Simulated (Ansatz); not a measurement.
Method: Ansatz 0.2.0, DFT r2SCAN, scalar-relativistic, plane waves, PAW. Settings: cutoff 500 eV, Γ-centred meshes no coarser than 0.19 Å⁻¹ for metals and 0.3 Å⁻¹ for insulators (2π included), Gaussian smearing.

All energies are static (0 K, no zero-point motion). Larger cells and other orderings weren't all tried, so the list isn't exhaustive. The k mesh leaves about 4 meV/atom of noise in metals. No run is spin-polarised.

Problem. Which of these relaxed structures of Ti3Al5 is the lowest in energy?
A.

```
Ti Al
1.0
     3.89845    0.00000    0.00000
     0.00000    3.89845    0.00000
     0.00000    0.00000    8.32453
Ti Al
3 5
Direct
  0.00000 0.00000 0.50000
  0.50000 0.50000 0.00000
  0.50000 0.50000 0.50000
  0.00000 0.50000 0.25135
  0.00000 0.50000 0.74865
  0.50000 0.00000 0.25135
  0.50000 0.00000 0.74865
  0.00000 0.00000 0.00000
```

B.

```
Ti Al
1.0
     3.90163    0.00000    0.00000
     0.00000    4.02272    0.00000
     0.00000    0.00000    8.07057
Ti Al
3 5
Direct
  0.00000 0.50000 0.26487
  0.00000 0.50000 0.73513
  0.50000 0.50000 0.00000
  0.00000 0.00000 0.00000
  0.00000 0.00000 0.50000
  0.50000 0.50000 0.50000
  0.50000 0.00000 0.24233
  0.50000 0.00000 0.75767
```

Solution. B. The Pmmm (No. 47) one; the other lies 17 meV/atom higher.